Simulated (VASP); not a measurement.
A run of VASP 6.6.1:

INCAR

```
SYSTEM = ZnO
PREC = Accurate
ENCUT = 600
EDIFF = 1E-7
ISMEAR = 0
SIGMA = 0.03
LREAL = .False.
LASPH = .True.
NELM = 80
ALGO = Normal
ISIF = 3
LWAVE = .False.
LCHARG = .False.
METAGGA = R2SCAN
LMIXTAU = .True.
IBRION = 2
NSW = 90
EDIFFG = -0.005
```

File KPOINTS:

```
regular mesh
0
Gamma
  9 9 5
  0 0 0
```

POSCAR

```
ZnO                                     
1.0
    3.2414029737      0.0000000000      0.0000000000
   -1.6207014869      2.8071373191     -0.0000000000
   -0.0000000000      0.0000000000      5.2167996732
  Zn              O             
     2     2
Direct
     0.3333333332999970    0.6666666667000030    0.4995662650950173
     0.6666666667000030    0.3333333332999970    0.9995662650950173
     0.6666666667000030    0.3333333332999970    0.3794437349049837
     0.3333333332999970    0.6666666667000030    0.8794437349049836
```

Potentials or basis: VASP PAW PBE potentials, release 64 (Zn, O).

Launch:

```sh
$ cat potpaw_PBE.64/Zn/POTCAR potpaw_PBE.64/O/POTCAR > POTCAR
$ mpirun -np 1 vasp_std > vasp.out
```

Hardware: 1 thread of Intel(R) Xeon(R) Platinum 8375C CPU @ 2.90GHz (Ice Lake), with other jobs on the host.

**Question.** Estimate the wall time of this run.

**Answer.** Run time: 17 min on 1 thread of Intel(R) Xeon(R) Platinum 8375C CPU @ 2.90GHz (Ice Lake) (shared host), peak memory 0.21 GiB. Counts: scf iterations 48, k points 36, ion steps 4.
